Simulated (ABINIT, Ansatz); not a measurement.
# SiC (Moissanite): modes at Γ and the response to a field, part 3 of 3

Which modes does SiC (Moissanite) have at the zone centre?

ABINIT 10.8.3; DFT LDA, scalar-relativistic, plane waves, PseudoDojo norm-conserving pseudopotentials.

So far. Step 5 (Zone-centre response): The acoustic modes at Γ come out as far as 0.2 cm⁻¹ from zero, where they should vanish, a small numerical error; the Born charges miss their sum rule by 0.024 e, which is fair. Step 6 (Zone-centre analysis): The rule moves no optical mode by more than 0.1 cm⁻¹.

## Step 7: Cross-check with Ansatz

The same cell, potentials and cutoff go through another code, on another k mesh. Its k mesh is centred on Γ.

This step: DFT LDA, scalar-relativistic, plane waves, PseudoDojo norm-conserving pseudopotentials (Ansatz 0.2.0).

input.yaml

```yaml
crystal:
  lattice:
    - [3.0541029872, 0.0, 0.0]
    - [-1.5270514933, 2.6449307728, 0.0]
    - [0.0, 0.0, 5.0123744858]
  atoms:
    - { symbol: Si, position: [0.3333333333, 0.6666666667, 0.0045960699] }
    - { symbol: Si, position: [0.6666666667, 0.3333333333, 0.5045960699] }
    - { symbol: C, position: [0.3333333333, 0.6666666667, 0.3804039301] }
    - { symbol: C, position: [0.6666666667, 0.3333333333, 0.8804039301] }
kpoints:
  mp_grid: { grid: [9, 9, 6] }
hamiltonian:
  xc: lda
  pseudopotentials: { kind: nc, accuracy: standard }
scf:
  occupations: { method: fixed }
output:
  eigenvalues: true
basis:
  ecutwfc: 1006.821
phonons:
  method: dfpt
  dielectric: true
  rigid_motions: translations
```

On the command line:

```console
ansatz run input.yaml --threads 4 --pin off --max-ram 16384MiB --backend cpu --events-out ev --progress --plain --runs-dir out
```

The program printed:

```text
Warning: basis.ecutwfc = 1006.821 eV is below the records' recommended 1115.666836 eV, and the density's cutoff is lower with it unless basis.ecutrho_ratio is high enough to keep the records' density cutoff: compare with a run at a higher cutoff
Engine: ansatz 0.2.0, aarch64-unknown-linux-gnu
Pseudopotentials: kind: nc
Pseudopotential: Si, nc, valence charge 4, recommended cutoff 435.38218 eV (normal), Si.nc.azcp (PseudoDojo's, or run here from an input of PseudoDojo's; its table is named by hamiltonian.pseudopotentials.accuracy)
Pseudopotential: C, nc, valence charge 4, recommended cutoff 1115.666836 eV (normal), C.nc.azcp (PseudoDojo's, or run here from an input of PseudoDojo's; its table is named by hamiltonian.pseudopotentials.accuracy)
Functional definition: SPW92
  exchange = slater_x
  correlation = pw_c
Crystal: 4 atoms, lattice volume = 40.489 Å³
Basis set: ecut = 1006.821 eV, 2899 PW (Γ), exchange–correlation on 64×64×108 points (8 copies of the dense FFT grid, shifted against one another)
Bands: 12, of which v1, the nominal top of the filled ones, is band 8 counted from 1 (7 counted from 0)
Symmetry: 12 space group operations
k-points: 140 of 486 (irreducible under 2 space group operations, time reversal used)
Non-local potential: Si, projectors of the file, l = 0: 2, l = 1: 2, l = 2: 2
Non-local potential: C, projectors of the file, l = 0: 2, l = 1: 2
Initial density: superposition of atomic densities (chi_scale 0.1, normalization cell, long waves kept (reshape's long-wave potential 0.00 eV rms))
Initial wavefunctions: pseudopotential atomic-orbital guess
Functional: x = slater, c = lda
SCF iter   1: F=—  HF=-564.920642 eV  |F-HF|=—  |Δ(HF+E_count)|=         —  Δρ=1.49e-1  dr2=1.06e1  ethr=3.10e-3  ⟨swp⟩=4.5  Hψ=9558  notcnv=0  defer=257
preconditioner: auto → none  [insulator: Δε(μ)=4.492 eV  Ē_g=12.943 eV  n_scr=2 (ndim 8)  ℏωp=23.3 eV  f_vac=0.000  ε∞_Penn≈4.3]
SCF iter   2: F=—  HF=-561.653289 eV  |F-HF|=—  |Δ(HF+E_count)|=    3.27e0  Δρ=5.02e-2  dr2=6.41e-1  ethr=3.10e-3  ⟨swp⟩=5.3  Hψ=5820  notcnv=0  defer=273
SCF iter   3: F=—  HF=-561.470069 eV  |F-HF|=—  |Δ(HF+E_count)|=   1.83e-1  Δρ=1.92e-2  dr2=7.50e-2  ethr=3.10e-3  ⟨swp⟩=2.7  Hψ=3649  notcnv=0  defer=240
SCF iter   4: F=—  HF=-561.452394 eV  |F-HF|=—  |Δ(HF+E_count)|=   1.77e-2  Δρ=1.15e-3  dr2=3.82e-4  ethr=4.69e-4  ⟨swp⟩=2.0  Hψ=1940  notcnv=0  defer=277
SCF iter   5: F=—  HF=-561.452475 eV  |F-HF|=—  |Δ(HF+E_count)|=   8.16e-5  Δρ=2.02e-4  dr2=8.25e-6  ethr=2.39e-6  ⟨swp⟩=2.1  Hψ=2870  notcnv=0  defer=277
SCF iter   6: F=—  HF=-561.452475 eV  |F-HF|=—  |Δ(HF+E_count)|=   2.33e-7  Δρ=4.27e-5  dr2=3.25e-7  ethr=5.16e-8  ⟨swp⟩=2.9  Hψ=2985  notcnv=0  defer=39
SCF iter   7: F=—  HF=-561.452475 eV  |F-HF|=—  |Δ(HF+E_count)|=   6.81e-8  Δρ=3.56e-6  dr2=2.95e-9  ethr=2.03e-9  ⟨swp⟩=2.7  Hψ=2857  notcnv=0  defer=4
SCF iter   8: F=—  HF=-561.452475 eV  |F-HF|=—  |Δ(HF+E_count)|=  7.94e-10  Δρ=1.10e-6  dr2=1.97e-10  ethr=1.00e-12  ⟨swp⟩=9.3  Hψ=12587  notcnv=0
SCF iter   9: F=-561.452475 eV  HF=-561.452475 eV  |F-HF|=1.14e-13  |Δ(HF+E_count)|=  5.17e-11  Δρ=2.32e-8  dr2=7.24e-14  ethr=1.00e-12  ⟨swp⟩=6.0  Hψ=7613  notcnv=0
SCF 1 converged in 9 iterations: F = -561.452475 eV  dr2 = 7.24e-14
NSCF: frozen V_eff on 4 k-points
DFPT response loops at Γ: preconditioner auto → Resta (q_TF=auto, 2.337 Å⁻¹)  ε∞=5.3 (no band partly filled); β = 1.00, the filter's whole step (`scf.mixing.beta` (0.50) is not read by the response loops at its default; to damp them type it under 1.00, their step now; it binds the ground state too); Broyden in place of MSR1
── the response to a field inside a basis, on 10×10×6 k-points: an SCF that follows is theirs, and a resumed run solves both again ──
Bands: 9, of which v1, the nominal top of the filled ones, is band 8 counted from 1 (7 counted from 0)
k-points: 90 of 600 (irreducible under 4 space group operations, time reversal used)
Initial density: handed on by an earlier stage of this run
Initial wavefunctions: pseudopotential atomic-orbital guess (no wavefunctions were taken with the density)
Eigensolver: Dense (90 Hₖ)
SCF iter   1: F=—  HF=-561.452828 eV  |F-HF|=—  |Δ(HF+E_count)|=         —  Δρ=2.62e-4  dr2=2.43e-6  ethr=1.00e-1
preconditioner: auto → none  [insulator: Δε(μ)=2.389 eV  Ē_g=10.183 eV  n_scr=2 (ndim 8)  ℏωp=23.3 eV  f_vac=0.000  ε∞_Penn≈6.3]
SCF iter   2: F=—  HF=-561.452830 eV  |F-HF|=—  |Δ(HF+E_count)|=   1.74e-6  Δρ=1.32e-4  dr2=5.85e-7  ethr=1.52e-8
SCF iter   3: F=—  HF=-561.452830 eV  |F-HF|=—  |Δ(HF+E_count)|=   6.58e-7  Δρ=1.95e-5  dr2=1.13e-7  ethr=3.66e-9
SCF iter   4: F=-561.452830 eV  HF=-561.452830 eV  |F-HF|=3.56e-11  |Δ(HF+E_count)|=   3.04e-8  Δρ=1.21e-6  dr2=1.76e-10  ethr=7.09e-10
SCF 1 converged in 4 iterations: F = -561.452830 eV  dr2 = 1.76e-10
DFPT response loops at Γ: preconditioner auto → Resta (q_TF=auto, 2.337 Å⁻¹)  ε∞=5.0 (no band partly filled); β = 1.00, the filter's whole step (`scf.mixing.beta` (0.50) is not read by the response loops at its default; to damp them type it under 1.00, their step now; it binds the ground state too); Broyden in place of MSR1
SCF converged after 9 iterations
Free energy (F): -561.452475 eV
Harris-Foulkes:  -561.452475 eV  (|F-HF|=1.14e-13)
Internal energy: -561.452475 eV  (E = F + TS)
E sigma→0 (E₀):  -561.452475 eV
Fermi energy:    9.676147 eV
--- Per-component energies (eV) ---
  E_band       = 57.712814
  E_kinetic    = 325.103963
  E_local      = -186.386875  (includes V_loc(G=0)·N_el)
  E_nonlocal   = 15.972043
  E_hartree    = 63.365834
  E_xc         = -206.606268
  E_vxc        = -223.707982  (∫ρ·V_xc dr)
  E_ewald      = -572.901172
  E_smearing   = -0.000000  (= −TS)
  E_closure    = -0.000000  (closes the sum)
  Σ components = -561.452475   (vs F -561.452475, Δ=0.00e0)
--- Band table (eV; the first three rows and the last of 140) ---
  k-point 0: bands = [... 4 lower, 8.3466, 9.5614, 9.6761, 9.6761, 14.6190, 16.1191, 16.3697, 16.3697]
  k-point 1: bands = [... 4 lower, 8.4232, 8.8311, 9.5725, 9.5725, 14.7430, 16.4142, 16.4142, 16.6326]
  k-point 2: bands = [... 4 lower, 8.6406, 8.6406, 9.3016, 9.3016, 15.1090, 16.4352, 16.6169, 16.6169]
  k-point 139: bands = [... 4 lower, 5.5285, 5.5285, 7.3833, 7.3833, 14.5788, 14.5788, 16.8708, 16.8708]
--- Phonons (Γ-DFPT): 4 representative perturbations + reference, on 140 of 486 k-points (Σ response iterations 12) ---
  k mesh reduced under 2 symmetry operations, with k and −k counted as one. Each operation leaves every solved perturbation unchanged. A smaller set is not considered because the run solves the response to a homogeneous field
  ASR residual: 1.041e-5 → 0.000e0 eV/Å²; symmetrization residual: 4.509e-7 eV/Å²
  ASR residual per site (eV/Å²): 7.72e-6 7.72e-6 1.04e-5 1.04e-5
  Γ frequencies (cm⁻¹): 0.00 0.00 0.00 258.93 258.93 598.98 768.22 768.22 771.43 801.48 801.48 842.85
  ε∞ (high-frequency dielectric tensor):
        6.837374     0.000000    -0.000000
        0.000000     6.837374    -0.000000
       -0.000000    -0.000000     7.193080
  ε⁰ (static dielectric tensor: ions relaxed, cell fixed):
       10.077797     0.000000    -0.000000
        0.000000    10.077797    -0.000000
       -0.000000    -0.000000    11.227169
  ε⁰ − ε∞ (ionic part):
        3.240423     0.000000    -0.000000
        0.000000     3.240423    -0.000000
       -0.000000    -0.000000     4.034089
  softest optical mode at Γ: 258.93 cm⁻¹; the repairs (sum rule, projections) moved no ω² at Γ by more than (0.60 cm⁻¹)²
  Born effective charges Z* (e; rows j = field, columns β = displacement):
    site 0:
         2.68418    0.00000   -0.00000
         0.00000    2.68418   -0.00000
        -0.00000   -0.00000    2.88266
    site 1:
         2.68418    0.00000   -0.00000
         0.00000    2.68418   -0.00000
        -0.00000   -0.00000    2.88266
    site 2:
        -2.68418   -0.00000    0.00000
        -0.00000   -2.68418    0.00000
         0.00000    0.00000   -2.88266
    site 3:
        -2.68418   -0.00000    0.00000
        -0.00000   -2.68418    0.00000
         0.00000   -0.00000   -2.88266
  Z* charge neutrality: 4.383e-3 e pre-enforcement
  solved inside a basis spanned on kpoints, on 10×10×6 k-points, its susceptibility summed on 16×16×8: ε∞ is read to err by 2.6e-2, Z* by 1.5e-2 e (field_mesh: kpoints solves on kpoints); Z* is corrected for what the basis lacks
  optical modes at Γ without the LO–TO term, one row a degenerate level:
      ω (cm⁻¹)  modes    IR ((D/Å)²/amu)
        258.93      2             0.0000
        598.98      1             0.0000
        768.22      2             0.0000
        771.43      1            45.5749
        801.48      2            79.0304
        842.85      1             0.0000
  optical modes at Γ + LO–TO along q̂ = [1.0000, 0.0000, 0.0000]:
      ω (cm⁻¹)  modes    IR ((D/Å)²/amu)
        258.93      2             0.0000
        598.98      1             0.0000
        768.22      2             0.0000
        771.43      1            45.5749
        801.48      1            39.5152
        842.85      1             0.0000
        973.03      1            39.5152
  optical modes at Γ + LO–TO along q̂ = [0.0000, 1.0000, 0.0000]:
      ω (cm⁻¹)  modes    IR ((D/Å)²/amu)
        258.93      2             0.0000
        598.98      1             0.0000
        768.22      2             0.0000
        771.43      1            45.5749
        801.48      1            39.5152
        842.85      1             0.0000
        973.03      1            39.5152
  optical modes at Γ + LO–TO along q̂ = [0.0000, 0.0000, 1.0000]:
      ω (cm⁻¹)  modes    IR ((D/Å)²/amu)
        258.93      2             0.0000
        598.98      1             0.0000
        768.22      2             0.0000
        801.48      2            79.0304
        842.85      1             0.0000
        963.78      1            45.5749
```

It took 49 s on 4 threads of Arm Neoverse V1, shared host; peak memory 1.2 GiB; 3.2 min of CPU time.

Numbers from this step:

| Quantity | Value |
| --- | --- |
| sum-rule residual before enforcement | 1.04e-5 eV/Å² |
| miss of the charge sum rule | 0.004383 e |
| estimated error of the dielectric tensor | 0.02575 |
| estimated error of the Born charges | 0.01527 e |
| mean high-frequency dielectric constant | 6.956 |
| largest Born charge in size (third of the trace) | 2.750 e |
| mean static dielectric constant | 10.46 |
| highest mode moved by the LO-TO term | 973.0 cm⁻¹ |

Transverse modes. Lines of the infrared spectrum (strongest = 100):

| position (cm⁻¹) | label | IR intensity ((D/Å)²/amu), degenerate modes summed, relative |
| --- | --- | --- |
| 259 | E2 | 0.0 |
| 599 | B1 | 0.0 |
| 768 | E2 | 0.0 |
| 771 | A1 | 58 |
| 802 | E1 | 100 |
| 843 | B1 | 0.0 |

## Step 8: The two compared: ABINIT PseudoDojo and Ansatz, PseudoDojo

Numbers from this step:

| Quantity | Value |
| --- | --- |
| root-mean-square difference | 0.01 cm⁻¹ |
| largest difference | 0.01 cm⁻¹ |

Frequencies side by side, by row:

| q (reciprocal lattice) | mode | ABINIT PseudoDojo (cm⁻¹) | Ansatz, PseudoDojo (cm⁻¹) |
| --- | --- | --- | --- |
| 0 0 0 | 1 | 0 | 0 |
| 0 0 0 | 2 | 0 | 0 |
| 0 0 0 | 3 | 0 | 0 |
| 0 0 0 | 4 | 258.9 | 258.9 |
| 0 0 0 | 5 | 258.9 | 258.9 |
| 0 0 0 | 6 | 599 | 599 |
| 0 0 0 | 7 | 768.2 | 768.2 |
| 0 0 0 | 8 | 768.2 | 768.2 |
| 0 0 0 | 9 | 771.4 | 771.4 |
| 0 0 0 | 10 | 801.5 | 801.5 |
| 0 0 0 | 11 | 801.5 | 801.5 |
| 0 0 0 | 12 | 842.9 | 842.9 |

The two runs side by side. Further quantities:

| quantity | ABINIT PseudoDojo | Ansatz, PseudoDojo |
| --- | --- | --- |
| mean ε∞ | 6.991 | 6.956 |
| largest Born charge in size (e; the first before, the second after the charge sum rule) | 2.757 | 2.75 |

At the zone centre the largest difference (acoustic modes at Γ apart) is 0.001 % of the highest mode.

## Step 9: Summary of results

| Item | Value |
| --- | --- |
| space group after relaxation | P6_3mc |
| volume per atom | 10.1 Å³ |
| highest optical zone-centre mode (no LO-TO term) | 842.9 cm⁻¹ |
| lowest optical zone-centre mode | 258.9 cm⁻¹ |
| highest mode moved by the LO-TO term | 972.2 cm⁻¹ |
| mean high-frequency dielectric constant | 6.99 |
| largest Born charge in size (third of the trace) | 2.76 e |
| mean static dielectric constant | 10.5 |
| imaginary optical modes at the zone centre (no q mesh in this session) | none |
| largest difference from Ansatz, PseudoDojo | 0.01 cm⁻¹ |

At the LDA level the optical modes of SiC (Moissanite) at the zone centre (no LO-TO term) run from 259 to 843 cm⁻¹. The base run prints -0.34 GPa, mostly the error of a finite basis; the relaxation, with a smoothed and higher cutoff, had brought the cell to rest. Along the directions run, the highest mode that the macroscopic field moves lies at 972 cm⁻¹. Lattice motion raises the mean dielectric constant from 6.991 to 10.50. ABINIT PseudoDojo and Ansatz, PseudoDojo agree to 0.01 cm⁻¹ (0.001 % of the highest mode compared) on all solved modes but the acoustic ones at Γ, without the LO-TO term. These are harmonic frequencies at zero temperature: anharmonic shifts and linewidths and thermal expansion are left out. Ansatz warns that the cutoff lies 10 % under the one recommended for these files; agreement at one cutoff is not convergence.

[Host names and launcher messages were left out of these logs when they were recorded.]

[Logs are printed without paths, hosts, clocks, repeated set-up lines and the standing remarks that a program may print on its own settings, such as how far it seeks lower states.]

[Hosts, paths, dates, database ids (printed as entryN), source tags and the programs' standing remarks are cut or masked in the printed files.]
